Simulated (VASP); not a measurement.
# ZnS (P6_3mc) in VASP: further runs

ZnS is run at these levels: BLYP, LDA, PBE, revPBE+D4; tasks: single point.

All numbers are computed with VASP 6.6.1; they aren't measurements. Logs are shortened: lines on timing, memory, paths and dates and some standing lists are left out, and cuts for length are marked.

**Measured values to compare with.**

A printed reference work, monograph reports, for a bulk crystal of ZnS at 4 K: band gap 3.911 eV (direct).

How close the calculation comes is told below.

## (1) The cell of the first run

Symmetry: P6_3mc, No. 186, hexagonal system. The conventional cell has a = 3.917 Å, b = 3.917 Å, c = 19.222 Å, α = 90.00°, β = 90.00°, γ = 120.00°. Within 3.2 Å of Zn (site symmetry 3m) lie 4 S at 2.40 Å. Zn (site symmetry 3m) has 4 S at 2.40 Å within 3.2 Å. Zn (site symmetry 3m) has 4 S at 2.40 to 2.41 Å within 3.2 Å. S (site symmetry 3m) has 4 Zn at 2.40 Å within 3.2 Å. Within 3.2 Å of S (site symmetry 3m) lie 4 Zn at 2.40 Å. S (site symmetry 3m) has 4 Zn at 2.40 to 2.41 Å within 3.2 Å.

## (2) Single point, BLYP

Contents of INCAR:

```
AGGAC = 1.0
AGGAX = 1.0
ALDAC = 0.0
ALDAX = 1.0
ALGO = Normal
EDIFF = 1E-7
ENCUT = 520
GGA = B5
ISIF = 2
ISMEAR = -1
LASPH = True
LCHARG = True
LELF = True
LREAL = False
LVHAR = True
LWAVE = False
NBANDS = 66
NELM = 80
PREC = Accurate
SIGMA = 0.05
```

Contents of KPOINTS:

```
k-points
0
Gamma
  8 8 2
```

Contents of POSCAR:

```
ZnS
1.0
    3.9171659772      0.0000000000      0.0000000000
   -1.9585829886      3.3923652471      0.0000000000
    0.0000000000      0.0000000000     19.2222589322
Zn S
6 6
Direct
    0.3333333333      0.6666666667      0.8332661232
    0.6666666667      0.3333333333      0.3332661232
    0.6666666667      0.3333333333      0.6668195024
    0.3333333333      0.6666666667      0.1668195024
    0.0000000000      0.0000000000      0.4999967530
    0.0000000000      0.0000000000     -0.0000032470
    0.3333333333      0.6666666667      0.9581259632
    0.6666666667      0.3333333333      0.4581259632
    0.6666666667      0.3333333333      0.7916603836
    0.3333333333      0.6666666667      0.2916603836
    0.0000000000      0.0000000000      0.6251312746
    0.0000000000      0.0000000000      0.1251312746
```

Potentials or basis: VASP PAW PBE potentials, release 64 (Zn, S).

Started as:

```bash
cat potpaw_PBE.64/Zn/POTCAR potpaw_PBE.64/S/POTCAR > POTCAR
mpirun -np 1 vasp_std > vasp.out
```

OUTCAR:

```text
EDIFF = 1E-7
   ENCUT = 520
   GGA = B5
   ISIF = 2
   ISMEAR = -1
   LASPH = True
   LREAL = False
   NELM = 80
   PREC = Accurate

 ion  position               nearest neighbor table
   1  0.333  0.667  0.833-   9 2.40   9 2.40   9 2.40   7 2.40
   2  0.667  0.333  0.333-  10 2.40  10 2.40  10 2.40   8 2.40
   3  0.667  0.333  0.667-  11 2.40  11 2.40  11 2.40   9 2.40
   4  0.333  0.667  0.167-  12 2.40  12 2.40  12 2.40  10 2.40
   5  0.000  0.000  0.500-   8 2.40   8 2.40   8 2.40  11 2.41
   6  0.000  0.000  1.000-   7 2.40   7 2.40   7 2.40  12 2.41
   7  0.333  0.667  0.958-   1 2.40   6 2.40   6 2.40   6 2.40
   8  0.667  0.333  0.458-   2 2.40   5 2.40   5 2.40   5 2.40
   9  0.667  0.333  0.792-   1 2.40   1 2.40   1 2.40   3 2.40
  10  0.333  0.667  0.292-   2 2.40   2 2.40   2 2.40   4 2.40
  11  0.000  0.000  0.625-   3 2.40   3 2.40   3 2.40   5 2.41
  12  0.000  0.000  0.125-   4 2.40   4 2.40   4 2.40   6 2.41

  LATTYP: Found a hexagonal cell.
 ALAT       =     3.9171659772
 C/A-ratio  =     4.9071852059

  Lattice vectors:

 A1 = (   3.9171659772,   0.0000000000,   0.0000000000)
 A2 = (  -1.9585829886,   3.3923652471,   0.0000000000)
 A3 = (   0.0000000000,   0.0000000000,  19.2222589322)

Analysis of symmetry for initial positions (statically):
=====================================================================
 Subroutine PRICEL returns:
 Original cell was already a primitive cell.

 Routine SETGRP: Setting up the symmetry group for a
 hexagonal supercell.

 Subroutine GETGRP returns: Found 12 space group operations
 (whereof  6 operations were pure point group operations)
 out of a pool of 24 trial point group operations.

The static configuration has the point symmetry C_3v.
 The point group associated with its full space group is C_6v.

Analysis of symmetry for dynamics (positions and initial velocities):
=====================================================================
 Subroutine PRICEL returns:
 Original cell was already a primitive cell.

 Routine SETGRP: Setting up the symmetry group for a
 hexagonal supercell.

 Subroutine GETGRP returns: Found 12 space group operations
 (whereof  6 operations were pure point group operations)
 out of a pool of 24 trial point group operations.

The dynamic configuration has the point symmetry C_3v.
 The point group associated with its full space group is C_6v.

 Subroutine INISYM returns: Found 12 space group operations
 (whereof  6 operations are pure point group operations),
 and found     1 'primitive' translations

----------------------------------------------------------------------------------------

                                     Primitive cell

  volume of cell :     255.4342

  direct lattice vectors                    reciprocal lattice vectors
     3.917165977  0.000000000  0.000000000     0.255286604  0.147389790  0.000000000
    -1.958582989  3.392365247  0.000000000     0.000000000  0.294779579  0.000000000
     0.000000000  0.000000000 19.222258932     0.000000000  0.000000000  0.052023022

  length of vectors
     3.917165977  3.917165977 19.222258932     0.294779579  0.294779579  0.052023022

  position of ions in fractional coordinates (direct lattice)
     0.333333333  0.666666667  0.833266123
     0.666666667  0.333333333  0.333266123
     0.666666667  0.333333333  0.666819502
     0.333333333  0.666666667  0.166819502
     0.000000000  0.000000000  0.499996753
     0.000000000  0.000000000  0.999996753
     0.333333333  0.666666667  0.958125963
     0.666666667  0.333333333  0.458125963
     0.666666667  0.333333333  0.791660384
     0.333333333  0.666666667  0.291660384
     0.000000000  0.000000000  0.625131275
     0.000000000  0.000000000  0.125131275

  ion indices of the primitive-cell ions
   primitive index   ion index
                 1           1
                 2           2
                 3           3
                 4           4
                 5           5
                 6           6
                 7           7
                 8           8
                 9           9
                10          10
                11          11
                12          12

----------------------------------------------------------------------------------------

 KPOINTS: k-points

Automatic generation of k-mesh.
 Grid dimensions read from file:
 generate k-points for:    8    8    2

 Generating k-lattice:

  Cartesian coordinates                     Fractional coordinates (reciprocal lattice)
     0.031910826  0.018423724  0.000000000     0.125000000  0.000000000  0.000000000
     0.000000000  0.036847447  0.000000000     0.000000000  0.125000000  0.000000000
     0.000000000  0.000000000  0.026011511     0.000000000  0.000000000  0.500000000

  Length of vectors
     0.036847447  0.036847447  0.026011511

  Shift w.r.t. Gamma in fractional coordinates (k-lattice)
     0.000000000  0.000000000  0.000000000

 Subroutine IBZKPT returns following result:
 ===========================================

 Found     20 irreducible k-points:

 Following reciprocal coordinates:
            Coordinates               Weight
  0.000000  0.000000  0.000000      1.000000
  0.125000  0.000000  0.000000      6.000000
  0.250000  0.000000  0.000000      6.000000
  0.375000  0.000000  0.000000      6.000000
  0.500000  0.000000  0.000000      3.000000
  0.125000  0.125000  0.000000      6.000000
[... 12 lines left out ...]
  0.250000  0.250000  0.500000      6.000000
  0.375000  0.250000  0.500000      6.000000
   k-points           NKPTS =     20   k-points in BZ     NKDIM =     20   number of bands    NBANDS=     66
   number of dos      NEDOS =    301   number of ions     NIONS =     12
   total plane-waves  NPLWV = 129600
   dimension x,y,z NGX =    30 NGY =   30 NGZ =  144
   dimension x,y,z NGXF=    60 NGYF=   60 NGZF=  288
   ions per type =               6   6
   NGX,Y,Z   is equivalent  to a cutoff of  12.73, 12.73, 12.45 a.u.
   NGXF,Y,Z  is equivalent  to a cutoff of  25.46, 25.46, 24.91 a.u.
 SYSTEM =  unknown system
   PREC   = accura    normal or accurate (medium, high low for compatibility)
   ISTART =      0    job   : 0-new  1-cont  2-samecut
   ICHARG =      2    charge: 1-file 2-atom 10-const
   ISPIN  =      1    spin polarized calculation?
   LNONCOLLINEAR =      F non collinear calculations
   LSORBIT =      F    spin-orbit coupling
   LASPH  =      T    aspherical Exc in radial PAW
   ENCUT  =  520.0 eV  38.22 Ry    6.18 a.u.   7.28  7.28 35.74*2*pi/ulx,y,z
   NELM   =     80;   NELMIN=  2; NELMDL= -5     # of ELM steps
   EDIFF  = 0.1E-06   stopping-criterion for ELM
   LREAL  =      F    real-space projection
   EDIFFG = 0.1E-05   stopping-criterion for IOM
   NSW    =      0    number of steps for IOM
   IBRION =     -1    ionic relax: 0-MD 1-quasi-New 2-CG
   NFREE  =      0    steps in history (QN), initial steepest desc. (CG)
   ISIF   =      2    stress and relaxation
   ISYM   =      2    0-nonsym 1-usesym 2-fastsym
   POTIM  = 0.5000    time-step for ionic-motion
   TEBEG  =    0.0;   TEEND  =   0.0 temperature during run
   PSTRESS=    0.0 pullay stress
   NELECT =     108.0000    total number of electrons
   NUPDOWN=      -1.0000    fix difference up-down
   EMIN   =  10.00;   EMAX   =-10.00  energy-range for DOS
   EFERMI =   0.00;   METHOD = LEGACY
   ISMEAR =    -1;   SIGMA  =   0.05  broadening in eV -4-tet -1-fermi 0-gaus
   EFERMI_NEDOS =   21; number of points for ismear=-14 and -15
   IALGO  =     38    algorithm
   IMIX   =      4    mixing-type and parameters
     AMIX     =   0.40;   BMIX     =  1.00
     AMIX_MAG =   1.60;   BMIX_MAG =  1.00
  volume/ion in A,a.u.               =      21.29       143.65
  Fermi-wavevector in a.u.,A,eV,Ry     =   1.228730  2.321963 20.541764  1.509777
  Thomas-Fermi vector in A             =   2.363644
   LORBIT       =      0    0 simple, 1 ext, 2 COOP (PROOUT), +10 PAW based schemes
   GGA     = B5    functional components
   LHFCALC =     F    Hartree Fock is set to
   AEXX    =    0.0000 exact exchange contribution
   IVDW    =     0    specifies the selected vdW correction
   LEPSILON=     F    determine dielectric tensor
   LRPA    =     F    only Hartree local field effects (RPA)
 non-spin polarized calculation
  energy-cutoff  :      520.00
  volume of cell :      255.43
 maximum number of plane-waves:      6929
 NGX is ok and might be reduce to    30
   NGX = 15   NGY = 15   NGZ = 71

 number of electron     108.0000009 magnetization

 Free energy of the ion-electron system (eV)
  ---------------------------------------------------
  ext. energy  EPLUGINS =         0.00000000
  ---------------------------------------------------
  free energy    TOTEN  =       -34.98155319 eV

  energy without entropy =      -34.98155319  energy(sigma->0) =      -34.98155319

 E-fermi :   2.7345     XC(G=0):  -8.7797

 val. band max:        1.7989599057   @ k =   0.0000   0.0000   0.0000
 cond. band min:       3.5923590105   @ k =   0.0000   0.0000   0.0000
 fundamental gap:      1.7933991048
 Fermi energy:         2.7344691205

 k-point     1 :       0.0000    0.0000    0.0000
  band No.  band energies     occupation
      1     -10.8207      2.00000
      2     -10.6513      2.00000
      3     -10.6417      2.00000
      4     -10.2633      2.00000
      5     -10.2536      2.00000
      6     -10.0392      2.00000
[... 58 lines left out ...]
     65       8.3228      0.00000
     66       8.4511      0.00000

 k-point     2 :       0.1250    0.0000    0.0000
  band No.  band energies     occupation
      1     -10.7309      2.00000
      2     -10.5691      2.00000
      3     -10.5596      2.00000
      4     -10.2013      2.00000
      5     -10.1914      2.00000
      6      -9.9906      2.00000
[... 1300 lines left out ...]
     65       8.4478      0.00000
     66       8.4478      0.00000

------------------------ aborting loop because EDIFF is reached ----------------------------------------

  FORCE on cell =-STRESS in cart. coord.  units (eV):
  Direction    XX          YY          ZZ          XY          YZ          ZX
  --------------------------------------------------------------------------------------
  -------------------------------------------------------------------------------------
  Total        0.1116234      0.1116234      0.1083555      0.0000000      0.0000000      0.0000000
  in kB        0.7001432      0.7001432      0.6796454      0.0000000      0.0000000      0.0000000
  external PRESSURE =       0.6933106 kB  Pullay stress =       0.0000000 kB

 VOLUME and BASIS-vectors are now :
 -----------------------------------------------------------------------------
  energy-cutoff  :      520.00
  volume of cell :      255.43
      direct lattice vectors                 reciprocal lattice vectors
     3.917165977  0.000000000  0.000000000     0.255286604  0.147389790  0.000000000
    -1.958582989  3.392365247  0.000000000     0.000000000  0.294779579  0.000000000
     0.000000000  0.000000000 19.222258932     0.000000000  0.000000000  0.052023022

 POSITION                                       TOTAL-FORCE (eV/Angst)
 -----------------------------------------------------------------------------------
     -0.00000      2.26158     16.01726         0.000000     -0.000000      0.000879
      1.95858      1.13079      6.40613        -0.000000     -0.000000      0.000879
      1.95858      1.13079     12.81778        -0.000000      0.000000     -0.000388
     -0.00000      2.26158      3.20665         0.000000     -0.000000     -0.000388
      0.00000      0.00000      9.61107        -0.000000      0.000000      0.000144
      0.00000      0.00000     19.22220        -0.000000     -0.000000      0.000144
     -0.00000      2.26158     18.41735         0.000000     -0.000000     -0.000199
      1.95858      1.13079      8.80622         0.000000     -0.000000     -0.000199
      1.95858      1.13079     15.21750        -0.000000     -0.000000     -0.000321
     -0.00000      2.26158      5.60637         0.000000     -0.000000     -0.000321
      0.00000      0.00000     12.01644         0.000000     -0.000000     -0.000114
      0.00000      0.00000      2.40531        -0.000000     -0.000000     -0.000114
 -----------------------------------------------------------------------------------
    total drift:                               -0.000002     -0.000003     -0.001104

  FREE ENERGIE OF THE ION-ELECTRON SYSTEM (eV)
  ---------------------------------------------------
  free  energy   TOTEN  =       -34.9815531889 eV

  energy  without entropy=      -34.9815531878  energy(sigma->0) =      -34.98155319
```

Run time: 9.6 min. Hardware: 1 thread of Intel Xeon Platinum 8124M at 3.00GHz (Skylake/Cascade Lake), shared host; peak memory 0.5 GiB.

What came out:

| Item | Value |
| --- | --- |
| Free energy | -34.9816 eV |
| Pressure | 0.1 GPa |
| Band gap on the k mesh | 1.79 eV |

Caveat: the PAW data sets were made with another functional, which shifts forces and pressure a little.

[end of part 1 of 2]
